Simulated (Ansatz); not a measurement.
**Cu under changes of volume**

One of the cells (11.994 Å³/atom); the others are scaled copies at fixed shape and fractional positions:

```
CELL_PARAMETERS angstrom
1.21846 -3.97638 0.00000
1.21846 3.97638 0.00000
0.00000 0.00000 2.47550
ATOMIC_POSITIONS crystal
Cu 0.86613 0.13387 0.75000
Cu 0.13387 0.86613 0.25000
```

This isn't the form of Cu at room conditions, which is fcc.

- Program: Ansatz 0.2.0
- Functional: PBEsol
- Potentials or basis: Ansatz PAW
- Cutoff: 420 eV (not typed: the program's choice for these potentials)
- k mesh: 11 × 11 × 11
- Occupations: fermi-dirac, width 0.05 eV
- Spin: no spin polarisation

| volume (Å³/atom) | energy over the lowest point (meV/atom) | pressure (GPa) | largest force (eV/Å) |
| --- | --- | --- | --- |
| 11.274 | 15.24 | 9.0 | 0.082 |
| 11.514 | 4.85 | 5.0 | 0.051 |
| 11.754 | 0.00 | 1.6 | 0.022 |
| 11.994 | 0.07 | -1.5 | 0.005 |
| 12.234 | 4.50 | -4.3 | 0.029 |
| 12.474 | 12.78 | -6.7 | 0.051 |
| 12.714 | ? | ? | ? |

Q: What does the run at 12.714 Å³/atom give?

A: Energy over the lowest point 24.47 meV/atom; pressure -8.8 GPa; largest force 0.071 eV/Å.

Worked out: A Birch-Murnaghan fit of order 3 (a polynomial in V^(-2/3)) to the other rows has its minimum at 11.87 Å³/atom with B0 = V·E''(V) = 153 GPa and B' = 5.0 at fixed shape and positions, which overstates the stiffness. It gives 24.48 meV/atom at 12.714 Å³/atom, against the run's 24.47, and -dE/dV = -8.9 GPa, against -8.8.

Energies are extrapolated to zero smearing.

Caveats: the PAW data sets come from PBE, with cores solved anew for the run's functional, which leaves a small shift of forces and pressure.
